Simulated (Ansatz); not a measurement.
Two isomers of C3H6O2: A = `CC=C(O)O`, B = `CCC(=O)O`.

Gas-phase electronic energies from Ansatz, PBE0-D4/def2-TZVP geometries. CCSD(T)/CBS is the MP2 limit (def2-TZVPP, def2-QZVPP) plus CCSD(T) − MP2 in def2-TZVPP, frozen cores. DFT in def2-TZVPP. B3LYP here is the variant with VWN-RPA as its local correlation; programs differ in this. One conformer a species, not always the lowest.

(1) Which is lower in electronic energy at CCSD(T)/CBS, and by how much? (Best estimate.)

(2) Give E(B) − E(A) in kJ/mol with CCSD(T)/def2-SVP, HF/def2-TZVPP, CCSD/def2-TZVPP, ωB97M-V, CCSD(T)/def2-TZVPP, B3LYP-D4, MP2/def2-TZVPP. (Estimate.)

(3) Does the order hold for the free energy at 298.15 K (harmonic terms from PBE0-D4)? (Best estimate.)

Largest T1 diagnostic: 0.014.

Answers

(1) Ansatz gave: B, by 112.8 kJ/mol.

(2) The calculation gave: CCSD(T)/def2-SVP -133.5, HF/def2-TZVPP -127.7, CCSD/def2-TZVPP -117.4, ωB97M-V -115.1, CCSD(T)/def2-TZVPP -117.0, B3LYP-D4 -113.6, MP2/def2-TZVPP -118.8. None reverses the order clearly.

(3) Computed: Yes: G(B) − G(A) = -107.4 kJ/mol, for one conformer each. Modes under 60 cm⁻¹, often nearly free rotors, make the harmonic entropy too high.

In def2-TZVPP, CCSD(T) changes the Hartree–Fock value by +10.7 kJ/mol (the triples alone add +0.3 kJ/mol) and MP2 by +8.9 kJ/mol. Leaving LDA and LC-ωPBE aside and taking each functional with its dispersion term where it has one, the values, not all of them listed here, spread over 9.7 kJ/mol, from ωB97X-V to HSE06-D4. LDA lies +12.8 kJ/mol from PBE without D4.
